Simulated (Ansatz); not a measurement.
HfO2:

```xyz
3
Lattice="0.0000 2.5575 2.5575 2.5575 0.0000 2.5575 2.5575 2.5575 0.0000" Properties=species:S:1:pos:R:3 pbc="T T T"
Hf    0.0000    0.0000    0.0000
O     3.8363    3.8363    3.8363
O     1.2788    1.2788    1.2788
```

Measurements of this composition are mostly on another form, of space group No. 14.

| Property | Result |
| --- | --- |
| Program | Ansatz 0.2.0 |
| Task | relaxation of cell and atoms |
| Functional | revPBE |
| Dispersion | D4 |
| Potentials or basis | Ansatz PAW |
| Cutoff | 420 eV (not typed: the program's choice for these potentials) |
| k mesh | 9 × 9 × 9 |
| Occupations | fermi-dirac, width 0.05 eV |
| Spin | no spin polarisation |

At the start: volume 11.15 Å³/atom.

Problem. How do energy, volume and symmetry change on relaxing?

Solution. It ends after 6 steps and the volume is 10.89 Å³/atom (-2.3 %); space group Fm-3m (No. 225, to 0.05 Å).

Step by step:
```csv
step,energy change (eV),largest force (eV/Å),volume (Å³)
1,0.0000,0.0000,33.46
2,-0.0171,0.0000,32.55
3,-0.0169,0.0000,32.71
4,-0.0136,0.0000,32.71
5,-0.0138,0.0000,32.68
6,-0.0135,0.0000,32.68
```

Final structure:
```
Hf O
1.0
     0.00000    2.53756    2.53756
     2.53756    0.00000    2.53756
     2.53756    2.53756    0.00000
Hf O
1 2
Direct
  0.00000 0.00000 0.00000
  0.75000 0.75000 0.75000
  0.25000 0.25000 0.25000
```

Caveat: the plane-wave basis is chosen anew once the cell has moved, so the energies of steps on either side of that aren't comparable; the pressure holds a Pulay correction of +0.8 GPa for the finite cutoff; the PAW data sets come from PBE, with cores solved anew for the run's functional, which leaves a small shift of forces and pressure.
